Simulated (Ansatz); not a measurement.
Ansatz 0.2.0, relaxation: La$_{2}$HgBr$_{2}$

Launch command:

```bash
ansatz run input.yaml --threads 2 --pin off --max-ram 3584MiB --backend cpu --events-out ev --progress --plain --runs-dir out
```

The input file (Ansatz 0.2.0, plane waves):

```yaml
crystal:
  lattice:
    - [4.689677, 4.689677, 0.0]
    - [4.689677, -4.689677, 0.0]
    - [0.0, 0.0, -4.689677]
  atoms:
    - { symbol: Hg, position: [0.0, 0.0, 0.0] }
    - { symbol: Br, position: [0.25, 0.75, 0.0] }
    - { symbol: Br, position: [0.75, 0.25, 0.0] }
    - { symbol: La, position: [0.25, 0.25, 0.5] }
    - { symbol: La, position: [0.75, 0.75, 0.5] }
  symmetry: { tolerance: 0.0003 }
kpoints:
  mp_grid: { grid: [4, 4, 6], shift: [0, 0, 0] }
magnetization:
  spin_polarized: false
scf:
  occupations: { method: cold, width: 0.0122 }
  lower_state_search: "off"
hamiltonian:
  pseudopotentials: { kind: paw }
  xc: r2scan
basis:
  ecutwfc: 500
  fft_grid_basis: typed
relax:
  max_steps: 80
  cell: { p_target: 0.0 }
output:
  forces: true
  stress: true
  eigenvalues: true
  bader: true
  populations: true
  elf: true
  write_potential: true
  volumetric_format: npy
  dos:
    e_range: [-12, 8]
    de: 0.05
    projected: { site_lists: { Br: [Br], Hg: [Hg], La: [La] } }
  write_density: true
checkpoint:
  read: saved_state
```

Origin of the cell: a known structure type with other elements, at an estimated volume, so it need not be a known compound.

The saved state is a converged single point of the same cell.

Excerpt of the output:

```
La: projections on atomic orbitals take those of the free atom [Kr 4d10] 4f0 5s2 5p6 5d1 6s2, of charge +0.00 (hamiltonian.pseudopotentials.projection_atoms); the dataset's partial waves leav […]
Pseudopotentials: kind: paw
Pseudopotential: Hg, paw, valence charge 20, recommended cutoff 500 eV (meta_gga), Hg.paw.azcp
Pseudopotential: Br, paw, valence charge 7, recommended cutoff 500 eV (meta_gga), Br.paw.azcp
Pseudopotential: La, paw, valence charge 11, recommended cutoff 500 eV (meta_gga), La.paw.azcp
Functional definition: r2SCAN
  exchange = r2scan_x(k0 = k0, k1 = k1, a1 = a1)
  correlation = r2scan_c
Crystal: 5 atoms, lattice volume = 206.281 Å³
Basis set: ecut = 500 eV, 5225 PW (Γ), exchange–correlation on 200×200×144 points (64 copies of the dense FFT grid, shifted against one another)
Bands: 34, of which v1, the nominal top of the filled ones, is band 28 counted from 1 (27 counted from 0)
[… 13 lines left out …]
Initial density: read from a saved state, or passed on in memory by an earlier SCF of this step, an earlier step, the calling program or the single point that the run made first
Functional: x = r2scan, c = r2scan; τ floored in thin density (d = 2e-4 eV/Å³)
SCF iter   1: F=—  HF=-31941.911976 eV  Δρ=2.21e-3  dr2=2.35e-2  dr2_τ=1.01e-3  defer=4
SCF iter   2: F=—  HF=-31941.919104 eV  S|Δr|=    0.00e0  Δρ=1.16e-3  dr2=8.74e-3  dr2_τ=2.02e-4  defer=6
SCF iter   3: F=—  HF=-31941.919023 eV  S|Δr|=    0.00e0  Δρ=6.47e-4  dr2=2.57e-3  dr2_τ=1.31e-4  defer=5
SCF iter   4: F=—  HF=-31941.919009 eV  S|Δr|=    0.00e0  Δρ=2.23e-4  dr2=2.28e-4  dr2_τ=7.18e-6  defer=9
SCF iter   5: F=—  HF=-31941.919095 eV  S|Δr|=    0.00e0  Δρ=1.06e-4  dr2=4.45e-5  dr2_τ=1.30e-6  defer=8
SCF iter   6: F=—  HF=-31941.918942 eV  S|Δr|=    0.00e0  Δρ=3.92e-5  dr2=5.34e-6  dr2_τ=3.41e-7  defer=8
SCF iter   7: F=—  HF=-31941.918945 eV  S|Δr|=    0.00e0  Δρ=1.34e-5  dr2=6.34e-7  dr2_τ=1.84e-8  defer=8
SCF iter   8: F=—  HF=-31941.918946 eV  S|Δr|=    0.00e0  Δρ=6.43e-6  dr2=1.98e-7  dr2_τ=7.14e-9  defer=8
SCF iter   9: F=-31941.918946 eV  HF=-31941.918946 eV  S|Δr|=    0.00e0  Δρ=2.30e-6  dr2=2.49e-8  dr2_τ=7.25e-10
relax step   1: F+E_penalty+E_count = -31941.918946 eV  Δ(F+E_penalty+E_count) = +0.000e0 eV  max|allowed force component| = 5.829e0 eV/Å  Δτ_max = 0.0000 Å  P = +1.838 GPa  Ω = 206.281 Å³  ( […]
relax step   2: F+E_penalty+E_count = -31944.194059 eV  Δ(F+E_penalty+E_count) = -2.275e0 eV  max|allowed force component| = 3.555e0 eV/Å  Δτ_max = 0.1949 Å  P = -1.434 GPa  Ω = 204.692 Å³  e […]
relax step   3: F+E_penalty+E_count = -31945.790596 eV  Δ(F+E_penalty+E_count) = -1.597e0 eV  max|allowed force component| = 2.077e0 eV/Å  Δτ_max = 0.1947 Å  P = -2.517 GPa  Ω = 195.021 Å³  e […]
relax step   4: F+E_penalty+E_count = -31947.069300 eV  Δ(F+E_penalty+E_count) = -1.279e0 eV  max|allowed force component| = 1.032e0 eV/Å  Δτ_max = 0.1946 Å  P = -1.895 GPa  Ω = 179.632 Å³  e […]
relax step   5: F+E_penalty+E_count = -31947.685003 eV  Δ(F+E_penalty+E_count) = -6.157e-1 eV  max|allowed force component| = 1.539e-1 eV/Å  Δτ_max = 0.1959 Å  P = +0.231 GPa  Ω = 169.369 Å³ […]
relax step   6: F+E_penalty+E_count = -31947.848607 eV  Δ(F+E_penalty+E_count) = -1.636e-1 eV  max|allowed force component| = 2.019e-1 eV/Å  Δτ_max = 0.0854 Å  P = +2.117 GPa  Ω = 165.276 Å³ […]
relax step   7: F+E_penalty+E_count = -31947.964576 eV  Δ(F+E_penalty+E_count) = -1.160e-1 eV  max|allowed force component| = 6.986e-2 eV/Å  Δτ_max = 0.0449 Å  P = +1.385 GPa  Ω = 168.936 Å³ […]
relax step   8: F+E_penalty+E_count = -31948.030671 eV  Δ(F+E_penalty+E_count) = -6.609e-2 eV  max|allowed force component| = 4.426e-2 eV/Å  Δτ_max = 0.0605 Å  P = +0.227 GPa  Ω = 178.806 Å³ […]
relax step   9: F+E_penalty+E_count = -31948.036546 eV  Δ(F+E_penalty+E_count) = -5.875e-3 eV  max|allowed force component| = 3.685e-2 eV/Å  Δτ_max = 0.0387 Å  P = +0.073 GPa  Ω = 183.627 Å³ […]
relax step  10: F+E_penalty+E_count = -31948.037434 eV  Δ(F+E_penalty+E_count) = -8.883e-4 eV  max|allowed force component| = 1.162e-2 eV/Å  Δτ_max = 0.0015 Å  P = +0.009 GPa  Ω = 183.617 Å³ […]
relax step  11: F+E_penalty+E_count = -31948.037471 eV  Δ(F+E_penalty+E_count) = -3.686e-5 eV  max|allowed force component| = 1.718e-3 eV/Å  Δτ_max = 0.0020 Å  P = +0.004 GPa  Ω = 183.583 Å³ […]
relax step  12: F+E_penalty+E_count = -31948.037091 eV  Δ(F+E_penalty+E_count) = +3.798e-4 eV  max|allowed force component| = 1.699e-3 eV/Å  Δτ_max = 0.0000 Å  P = -0.001 GPa  Ω = 183.583 Å³  stress off target by 1.53e-2 GPa […]
SCF 12 converged in 9 iterations: F = -31948.037091 eV  dr2 = 2.87e-11
basis re-selected at this cell: Δ(F+E_penalty+E_count) = +3.798e-4 eV, ΔP = -0.005 GPa vs the last step (what re-selecting the basis moved, of the pressure what is left beyond the Pulay corre […]
SCF converged after 9 iterations
Stability not checked: this state was not tested for a lower state beside it, because cold or Methfessel-Paxton smearing, or corrected tetrahedra, fill the levels in a way that the test cannot read (fill_not_monotonic; […]
Free energy (F): -31948.037091 eV
Harris-Foulkes:  -31948.037091 eV  (|F-HF|=1.09e-11)
Internal energy: -31948.037190 eV  (E = F + TS)
E sigma→0 (E₀):  -31948.037124 eV
Entropy (-TS):   0.000098 eV (0.020 meV/atom)
Fermi energy:    8.413586 eV
--- Per-component energies (eV) ---
  E_band       = -734.565649
  E_kinetic    = 1257.773530
  E_local      = -5504.552558  (includes V_loc(G=0)·N_el)
  E_nonlocal   = 399.469432
  E_hartree    = 2256.332811
  E_xc         = -974.799897
  E_vxc        = -841.473006  (∫ρ·V_xc dr)
  E_paw        = -25386.496704  (= ΣΔE_a)
  E_vpaw       = -607.099775  (= ΣTr[D̂ρ^β])
  E_aug_tail   = 0.000387  (compensation charges beyond the density's cutoff)
  E_vtau       = 48.650856  (kinetic-family band-sum trace: ∫τ·v_τ [+ j·A + Jᵃ·Aᵃ] dr)
  E_ewald      = -3995.435901
  E_core_change = -0.328290  (= ΣΔE_core)
  E_smearing   = 0.000098  (= −TS)
  Σ components = -31948.037091   (vs F -31948.037091, Δ=0.00e0)
--- Forces (eV/Å), atoms counted from 1 ---
  atom   1  Hg     0.000000     0.000000     0.000000
  atom   2  Br     0.000000    -0.001699     0.000000
  atom   3  Br     0.000000     0.001699     0.000000
  atom   4  La     0.000523     0.000000     0.000000
  atom   5  La    -0.000523     0.000000     0.000000
  max |Σ_I F_I| component: 2.17e-19 eV/Å
--- Stress (GPa, compression-positive) ---
       -0.002773       0.000000       0.000000
        0.000000       0.014672       0.000000
        0.000000       0.000000      -0.015320
  P = ⅓ Tr σ = -0.0011 GPa (-0.011 kbar)
--- Relaxed structure (11 steps of the walk, 11 accepted, 1 SCFs on fresh bases) ---
  F+E_penalty+E_count = -31948.037091 eV   max|allowed force component| = 1.699e-3 eV/Å   (the final SCF, on the basis selected at the relaxed cell)
  cell:  # Å, volume = 183.5831 Å³
    - [4.302160, 5.539962, 0.0]
    - [4.302160, -5.539962, 0.0]
    - [0.0, 0.0, -3.851317]
  atoms:
    - { symbol: Hg, position: [-1.183e-18, 2.959e-19, -0.0] }
    - { symbol: Br, position: [0.330303, 0.669697, 0.0] }
    - { symbol: Br, position: [0.669697, 0.330303, 0.0] }
    - { symbol: La, position: [0.298912, 0.298912, 0.5] }
    - { symbol: La, position: [0.701088, 0.701088, 0.5] }
--- Löwdin populations: 5 sites ---
  site symbol       q [e]
     0     Hg     19.2865
     1     Br      7.2092
     2     Br      7.2092
     3     La     10.9487
     4     La     10.9487
  spilling = 0.007100 (of n_electrons = 56.000000)
--- Bader charges: 5 sites ---
  site symbol  charge [e]  shift [e]
     0     Hg     -1.0547     0.0000
     1     Br     -0.7952     0.0000
     2     Br     -0.7952     0.0000
     3     La      1.3225     0.0000
     4     La      1.3225     0.0000
  estimated error of the sums over rays = 2.9e-4 e
```

The starting structure.

Space group Cmmm (No. 65); the run's cell has a = 6.632 Å, b = 6.632 Å, c = 4.690 Å, α = 90.00°, β = 90.00°, γ = 90.00°. Shortest distances: Br–Hg 2.34 Å, Hg–La 3.32 Å.

The relaxed structure.

Space group Cmmm (No. 65); the run's cell has a = 7.014 Å, b = 7.014 Å, c = 3.851 Å, α = 90.00°, β = 90.00°, γ = 104.34°. Shortest distances: Br–La 3.20 Å, Hg–La 3.21 Å, La–La 3.46 Å.

* Free energy lowered by: 1223.6 meV/atom
* Volume change: -11.00 %
* Final pressure: 0.00 GPa
* Relaxation steps listed: 12
* Formation energy (elements under the same functional, gases as molecules, uncorrected): -1.029 eV/atom

Caveats: no spin-orbit coupling, though heavy elements are present; the given cell is far from equilibrium, with atoms too close or a volume far off; the relaxation held the start's symmetry, so the end may be a saddle point.

The run took 4.6 min on 2 threads of Arm Neoverse V1, on a shared host, peak memory 1.1 GiB, from a saved density.
